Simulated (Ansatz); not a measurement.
GaN, one structure, two calculations

Cell: a structure deposited in the COD, its atoms then relaxed with PBE in this cell.

```
Ga N
1.0
     3.18000    0.00000    0.00000
    -1.59000    2.75396    0.00000
     0.00000    0.00000    5.16600
Ga N
2 2
Direct
  0.33333 0.66667 0.00394
  0.66667 0.33333 0.50394
  0.33333 0.66667 0.38106
  0.66667 0.33333 0.88106
```

Sites (sets of like atoms) are named by element and the number of their first atom in this list.

First run. Computed with Ansatz: DFT, PBE, plane waves and PAW, scalar-relativistic, 420 eV cutoff, Γ-centred 11×11×6 k-points, Fermi–Dirac smearing 0.02 eV.

| site | atom | V_zz (10²¹ V/m²) | η |
| --- | --- | --- | --- |
| Ga | 1 | 0.43 | 0.00 |
| N | 3 | 0.023 | 0.00 |

Second run. The same atoms and settings, except that the functional is LDA.

Q: What does the second run give?

A: 

```json
{"site": "Ga", "atom": "1", "V_zz": "0.41", "η": "0.00", "change of V_zz": "-0.02"}
{"site": "N", "atom": "3", "V_zz": "0.009", "η": "0.00", "change of V_zz": "-0.01"}
```

No V_zz moves by more than 0.03.

For the first run: At this cell the PBE pressure is 7 GPa, so with PBE the cell would grow if it were relaxed.
For the second run: At this cell the principal stresses reach 5 GPa in size with LDA, which can matter for small gradients.
